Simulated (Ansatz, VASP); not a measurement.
# Sn in VASP and in Ansatz

File INCAR:

```
SYSTEM = Sn
PREC     = Accurate       ! precision mode
ENCUT    = 600            ! plane-wave cutoff, eV
EDIFF    = 1E-6           ! SCF threshold, eV
ISMEAR   = -1             ! smearing method
SIGMA    = 0.05           ! smearing width, eV
LREAL    = .False.        ! projectors in reciprocal space
LASPH    = .True.         ! aspherical terms in the spheres
NELM     = 100            ! most SCF steps
ALGO     = Fast           ! electronic algorithm
ISIF     = 3              ! what is computed and relaxed
LWAVE    = .False.        ! write WAVECAR
LCHARG   = .False.        ! write CHGCAR
GGA      = CA             ! functional
IBRION   = 2              ! ionic algorithm
NSW      = 60             ! ionic steps
EDIFFG   = -0.005         ! ionic threshold
```

The input KPOINTS:

```
regular mesh
0
Gamma
  7 7 7
  0 0 0
```

The input POSCAR:

```
Sn
1.0
   -1.8946518192      1.8946518192      1.8946518192
    1.8946518192     -1.8946518192      1.8946518192
    1.8946518192      1.8946518192     -1.8946518192
Sn
1
Direct
    0.0000000000      0.0000000000      0.0000000000
```

input.yaml

```yaml
crystal:
  lattice:
    - [-1.8946518192, 1.8946518192, 1.8946518192]
    - [1.8946518192, -1.8946518192, 1.8946518192]
    - [1.8946518192, 1.8946518192, -1.8946518192]
  atoms:
    - { symbol: Sn, position: [0.0, 0.0, 0.0] }
hamiltonian:
  xc: lda
  pseudopotentials: { kind: paw }
kpoints:
  mp_grid: { grid: [7, 7, 7] }
scf:
  occupations: { method: fermi_dirac, width: 0.05 }
output:
  forces: true
  stress: true
  eigenvalues: true
  write_density: true
  write_potential: true
  elf: true
  volumetric_format: npy
relax:
  f_tol: 0.01
  max_steps: 40
  cell: { stress_tol: 0.05 }
```

This isn't the form of Sn at room conditions, which is tetragonal (white tin).

Alike in both runs: task relaxation of cell and atoms; functional LDA; k mesh 7 × 7 × 7; occupations fermi-dirac, width 0.05 eV; no spin polarisation.

```csv
,VASP,Ansatz
version,VASP 6.6.1,Ansatz 0.2.0
potentials or method,"VASP PAW LDA potentials, release 64 (Sn_d)",Ansatz PAW
plane-wave cutoff (eV),600,420
valence electrons in the cell,14,14
```

Ansatz gave:

- gap on the k mesh at the Fermi level, each at its own relaxed structure (eV): none
- relaxed volume (Å³/atom): 25.65
- relaxed cell length with the largest relative difference (Å): 3.218
- energy change over the relaxation (meV/atom): -16

Problem. What did VASP give for the same quantities?

Solution. gap on the k mesh at the Fermi level, each at its own relaxed structure (eV): none; relaxed volume (Å³/atom): 25.68; relaxed cell length with the largest relative difference (Å): 3.219; energy change over the relaxation (meV/atom): -15.

A gap of «none» marks a metal or a gap that the smearing closes.

Caveats: the plane-wave basis is chosen anew once the cell has moved, so the energies of steps on either side of that aren't comparable (Ansatz); the PAW data sets come from PBE, with cores solved anew for the run's functional, which leaves a small shift of forces and pressure (Ansatz).
